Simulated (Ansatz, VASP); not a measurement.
**Two plane-wave programs on Au**

```
CELL_PARAMETERS angstrom
0.00000 2.08265 2.08265
2.08265 0.00000 2.08265
2.08265 2.08265 0.00000
ATOMIC_POSITIONS crystal
Au 0.00000 0.00000 0.00000
```

Alike in both runs: task relaxation of cell and atoms; functional PBE; k mesh 18 × 18 × 18; occupations gaussian, width 0.1 eV; no spin polarisation.

```csv
,VASP,Ansatz
version,VASP 6.6.1,Ansatz 0.2.0
potentials or method,"VASP PAW PBE potentials, release 64 (Au)","scalar-relativistic, plane waves, PAW"
plane-wave cutoff (eV),600,420
valence electrons in the cell,11,19
```

|  | VASP | Ansatz | Ansatz less VASP |
| --- | --- | --- | --- |
| gap on the k mesh at the Fermi level, each at its own relaxed structure (eV) | none | none | - |
| relaxed volume (Å³/atom) | 17.95 | 17.97 | +0.023 |
| relaxed cell length with the largest relative difference (Å) | 2.939 | 2.940 | +0.0012 |

A gap of «none» marks a metal or a gap that the smearing closes. The two sets of potentials don't hold the same shells in valence.

The runs have no spin-orbit coupling, so splittings on Au are missing.
